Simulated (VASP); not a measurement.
Here is a VASP 6.6.1 calculation.

INCAR

```
SYSTEM = Sb
ALGO = Normal
EDIFF = 1E-7
ENCUT = 520
GGA = RP
ISIF = 2
ISMEAR = 0
IVDW = 12
LASPH = .TRUE.
LCHARG = .TRUE.
LNONCOLLINEAR = .TRUE.
LORBIT = 11
LREAL = .FALSE.
LVHAR = .TRUE.
LWAVE = .FALSE.
MAGMOM = -0.103 0.324 -0.279
NBANDS = 16
NELM = 150
PREC = Accurate
SIGMA = 0.05
```

KPOINTS

```
k-points
0
G
  6 6 6
  0 0 0
```

The input POSCAR:

```
Sb
1.0
    2.8602315088      0.0000000000      0.0000000000
    0.0000000000      2.8602315088      0.0000000000
    0.0000000000      0.0000000000      2.8602315088
Sb
1
Direct
    0.0000000000      0.0000000000      0.0000000000
```

Potentials or basis: VASP PAW PBE potentials, release 64 (Sb).

Launch:

```console
$ cat potpaw_PBE.64/Sb/POTCAR > POTCAR
$ mpirun -np 1 vasp_ncl > vasp.out
```

What does it give for the pressure?

0.2 GPa.

What does it give for the band gap on the k mesh?

None (metal or under the smearing width).

Moments on the atoms (μB; x, y, z):
```
Sb  0.00 0.00 0.00
```

Caveat: the k mesh is coarse (spacing up to 0.37 Å⁻¹), so the values aren't converged; the PAW data sets were made with another functional, which shifts forces and pressure a little; pairwise dispersion overbinds metals, which lowers pressure and volume. Spin-orbit coupling is left out, which matters for the levels of Sb.
